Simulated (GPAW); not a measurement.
Lu:

```
CELL_PARAMETERS angstrom
3.50310 0.00000 0.00000
-1.75155 3.03377 0.00000
0.00000 0.00000 5.55090
ATOMIC_POSITIONS crystal
Lu 0.66667 0.33333 0.75000
Lu 0.33333 0.66667 0.25000
```

- Program: GPAW 26.7.0
- Task: single point
- Functional: PBE
- Potentials or basis: GPAW PAW data sets (gpaw-data 1.2.1)
- Cutoff: 800 eV
- Basis: pw
- k mesh: 9 × 9 × 5
- Occupations: fermi-dirac, width 0.05 eV
- Spin: no spin polarisation

On this cell: pressure -0.5 GPa; largest force under 0.003 eV/Å; band gap on the k mesh none (metal or under the smearing width).

The same run follows on a disturbed copy (atoms moved at random, drawn with an rms of 0.05 Å):

```
Lu
1.0
     3.50310    0.00000    0.00000
    -1.75155    3.03377    0.00000
     0.00000    0.00000    5.55090
Lu
2
Direct
  0.66872 0.33408 0.75221
  0.33215 0.65927 0.24887
```

**Question.** What changes?

**Answer.** The energy (extrapolated to zero smearing) moves by +0.5 meV/atom; pressure -0.5 GPa; largest force 0.085 eV/Å; band gap on the k mesh none (metal or under the smearing width).

Forces on the atoms (eV/Å):
```
Lu   0.004 -0.031 -0.079
Lu  -0.004  0.031  0.079
```

Stress tensor (GPa, compression positive):
```
-0.12 -0.01  0.00
-0.01 -0.25  0.01
 0.00  0.01 -1.10
```

Caveats: one-centre terms of the f shell are cut off.
